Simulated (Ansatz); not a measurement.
Runs of Ansatz 0.2.0 on CO2. Symmetry: I-42d, No. 122, tetragonal system. The conventional cell has a = 3.949 Å, b = 3.949 Å, c = 6.028 Å, α = 90.00°, β = 90.00°, γ = 90.00°. O (site symmetry 2) is surrounded by 2 C at 1.40 Å. Around C (site symmetry -4) lie 4 O at 1.40 Å. The cell comes from a database or a generator and needn't be the stable form of this composition.

```tsv
cell	target pressure (GPa)	gap on the mesh (eV)	pressure (GPa)
relaxed to 5 GPa	5	7.69	5.0
relaxed to 2 GPa	2	7.68	2.0
relaxed to 30 GPa	30	(a)	30.0
relaxed to 20 GPa	20	7.64	20.0
relaxed to 10 GPa	10	7.69	10.0
```

Alike in all rows: task relaxation of cell and atoms; level PBEsol; potentials or basis Ansatz PAW; no spin polarisation; k mesh 9 × 9 × 9; cutoff (eV) 420; smearing fermi-dirac 0.05 eV.

Task: Fill in the values left out.

Result: (a) 7.51.

Caveats: odd divisions of the mesh miss points on the zone boundary, where band edges often lie, so the gap on the mesh can be too wide; the plane-wave basis is chosen anew once the cell has moved, so the energies of steps on either side of that aren't comparable; the PAW data sets come from PBE, with cores solved anew for the run's functional, which leaves a small shift of forces and pressure.

A k mesh can miss the band edges.
